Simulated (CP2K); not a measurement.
ZrB2:

```
Zr B
1.0
     3.17000    0.00000    0.00000
    -1.58500    2.74530    0.00000
     0.00000    0.00000    3.53300
Zr B
1 2
Cartesian
  0.0000 0.0000 0.0000
  1.5850 0.9151 1.7665
  0.0000 1.8302 1.7665
```

Base run:

```yaml
Program: CP2K 2026.2
Functional: BLYP
Potentials_or_basis: POTENTIAL_UZH Zr GTH-PBE-q12, B GTH-PBE-q3; TZVP-MOLOPT-PBE-GTH basis
Density_cutoff: 9524 eV
k_mesh: 10 × 10 × 8
Occupations: fermi-dirac, width 0.05 eV
Spin: no spin polarisation
```

Its results: band gap on the k mesh none (metal or under the smearing width); pressure 8.7 GPa.

Task: After a change of settings the same cell gave: band gap on the k mesh none (metal or under the smearing width); pressure 2.4 GPa. Which change was it?
A. functional from BLYP to LDA
B. functional from BLYP to HLE16
C. functional from BLYP to PW91
D. functional from BLYP to PBEsol

Result: C.

PW91 binds more tightly than BLYP, so the same cell stands under less pressure.

Caveats: the potentials were made for another functional, which shifts forces and pressure; the basis of atomic orbitals isn't converged, which shifts pressures, moduli and gaps.
